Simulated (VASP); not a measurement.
Input of a VASP 6.6.1 run:

Contents of INCAR:

```
  PREC = Accurate
  ENCUT = 520
  EDIFF = 1E-7
  ISMEAR = -1
  SIGMA = 0.05
  LREAL = Auto
  LASPH = True
  NELM = 80
  ALGO = Fast
  ISIF = 2
  LWAVE = False
  LCHARG = True
  LELF = True
  LVHAR = True
  NBANDS = 90
```

The input KPOINTS:

```
Automatic mesh
0
Gamma
  2 2 2
```

The input POSCAR:

```
Pb8S7
1.0
    0.0000000000      5.9729171400      5.9729171400
    5.9729171400      0.0000000000      5.9729171400
    5.9729171400      5.9729171400      0.0000000000
Pb S
8 7
Direct
    0.0045709658     -0.0135081398      0.0037172791
   -0.0098482866      0.0164065561      0.4899801774
    0.0015079734      0.5014146237     -0.0079972648
    0.0013917822      0.5004233158      0.4865927204
    0.4992410626     -0.0007913219     -0.0120370831
    0.4975390467     -0.0021789186      0.4953796329
    0.4948846486      0.5122557250     -0.0043024203
    0.5088551254      0.4819685980      0.4984139961
    0.2390398973      0.2530643678      0.2584225536
    0.2621740706      0.2462290980      0.7504040145
    0.2501017451      0.7495171781      0.2494911557
    0.2508098580      0.7488179386      0.7658429529
    0.7507105649      0.2488402175      0.2591017025
    0.7638006510      0.7464608826      0.2504987036
    0.7377159932      0.7529852490      0.7598272994
```

Potentials or basis: VASP PAW LDA potentials, release 64 (Pb_d, S).

Launch:

```console
$ cat potpaw_LDA.64/Pb_d/POTCAR potpaw_LDA.64/S/POTCAR > POTCAR
$ mpirun -np 1 vasp_std > vasp.out
```

(1) Predict the pressure.

(2) Estimate the band gap on the k mesh.

(3) What does it give for the largest force?

## Answers

(1) -3.7 GPa.

(2) none (metal or under the smearing width).

(3) 0.025 eV/Å.

Caveat: the k mesh is coarse (spacing up to 0.46 Å⁻¹), so the values aren't converged.
